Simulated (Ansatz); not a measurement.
BaTe, relaxed from a PbO-type start to space group Pm-3m (read at 0.02 Å)

Method: PBE, scalar-relativistic; no spin polarisation; PAW, 420 eV, 6×6×8 k-mesh, Gaussian smearing of 0.05 eV; code Ansatz; PAW files: Ansatz's generated set soft_2.

```yaml
crystal:
  lattice:
    - [6.00144, 0.00000, 0.00000]
    - [0.00000, 6.00144, 0.00000]
    - [0.00000, 0.00000, 4.24363]
  atoms:
    - { symbol: Ba, position: [0.50000, 0.00000, 0.49995] }
    - { symbol: Ba, position: [0.00000, 0.50000, 0.50005] }
    - { symbol: Te, position: [0.00000, 0.00000, 0.00000] }
    - { symbol: Te, position: [0.50000, 0.50000, 0.00000] }
```

This is a trial structure: the heavier alkaline earths' oxides and chalcogenides take the rock-salt structure.

Cell and atoms are those of this level's equilibrium.

The cell has space group Pm-3m (read at 0.01 Å). In it the stress is 0.00, 0.00, 0.01, 0.00, 0.00, 0.00 GPa and the largest force component 0.000 eV/Å. Each change below starts from this cell, without further relaxation. Stress is in GPa, positive in compression, in the order xx, yy, zz, yz, xz, xy; energies are counted from the cell above.

Task: What stress follows from an engineering strain of -2 % in yy, atoms carried along?

Result: 0.75, 1.09, 0.21, 0.00, 0.00, 0.00 GPa; the energy changes by 10.1 meV per cell. The gap on the mesh goes from 0.86 eV to 0.78 eV.
The change of the stress over the strain gives a clamped-atom stiffness of about 55 GPa for this component, a secant value that lies under the elastic constant in tension and over it in compression, by several per cent for each per cent of strain.
In a harmonic crystal the energy would rise by V(½Cε² − σ₀ε), with σ₀ the stress of the unstrained cell, = 10.4 meV, which matches.

Task: What stress follows from an engineering strain of 2 % in xx, atoms carried along?

Result: -0.95, -0.71, -0.12, 0.00, 0.00, 0.00 GPa; the energy changes by 9.3 meV per cell. The gap on the mesh goes from 0.86 eV to 0.85 eV.
The change of the stress over the strain gives a clamped-atom stiffness of about 47 GPa for this component, a secant value that lies under the elastic constant in tension and over it in compression, by several per cent for each per cent of strain.
In a harmonic crystal the energy would rise by V(½Cε² − σ₀ε), with σ₀ the stress of the unstrained cell, = 9.1 meV, which matches.

Task: All atoms and the cell are disturbed at random:
```
CELL_PARAMETERS angstrom
5.92720 0.00496 -0.05036
0.00496 6.00622 -0.04276
-0.03561 -0.03023 4.20787
ATOMIC_POSITIONS crystal
Ba 0.51079 0.00586 0.50111
Ba 0.99580 0.50397 0.49323
Te 0.99555 0.99221 0.01054
Te 0.49787 0.49796 0.99512
```
Give the energy change, the stress and the forces.

Result: 23.1 meV per cell; stress 0.82, 0.59, 0.91, 0.08, 0.13, -0.06 GPa. The gap on the mesh goes from 0.86 eV to 0.84 eV.
| atom | Fx (eV/Å) | Fy | Fz |
| --- | --- | --- | --- |
| Ba1 | -0.196 | -0.064 | 0.010 |
| Ba2 | 0.102 | -0.053 | 0.022 |
| Te3 | 0.122 | 0.107 | -0.021 |
| Te4 | -0.028 | 0.011 | -0.011 |

Task: All atoms and the cell are disturbed at random:
```
CELL_PARAMETERS angstrom
5.93139 0.00832 0.06948
0.00832 6.00418 0.04127
0.04913 0.02918 4.23244
ATOMIC_POSITIONS crystal
Ba 0.50717 0.00751 0.50072
Ba 0.00272 0.49549 0.50709
Te 0.98734 0.00284 0.01655
Te 0.50277 0.49417 0.97563
```
Give the energy change, the stress and the forces.

Result: 34.2 meV per cell; stress 0.92, 0.56, 0.55, 0.00, -0.31, -0.13 GPa. The gap on the mesh goes from 0.86 eV to 0.90 eV.
```
atom  Fx (eV/Å)      Fy      Fz
 Ba1     -0.190  -0.141   0.009
 Ba2      0.053   0.107  -0.053
 Te3      0.265  -0.100  -0.032
 Te4     -0.127   0.134   0.077
```

2 moves too small to change the energy by 0.15 meV are left out.

Semilocal functionals underestimate band gaps, commonly by a third or more. No spin–orbit coupling, a notable omission for heavy elements.
